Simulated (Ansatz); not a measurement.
The system is In3Sb.

```xyz
4
Lattice="4.8370 0.0000 0.0000 0.0000 4.8370 0.0000 0.0000 0.0000 4.8370" Properties=species:S:1:pos:R:3 pbc="T T T"
Sb    0.0000    0.0000    0.0000
In    0.0000    2.4185    2.4185
In    2.4185    0.0000    2.4185
In    2.4185    2.4185    0.0000
```

The cell comes from a database or a generator and needn't be the stable form of this composition.

Base run:

* Program: Ansatz 0.2.0
* Functional: LDA
* Potentials or basis: all-electron LAPW, scalar-relativistic
* Cutoff: 145 eV (chosen from the basis error)
* Basis error allowed: 0.002 eV/atom
* k mesh: 6 × 6 × 6
* Occupations: fermi-dirac, width 0.05 eV
* Spin: no spin polarisation

Its results: pressure -3.9 GPa.

Problem. The run is repeated on the same cell with these changes: functional from LDA to PBEsol. What comes out?

Solution. Pressure -2.6 GPa.

PBEsol binds less tightly than LDA, so the same cell stands under more pressure.
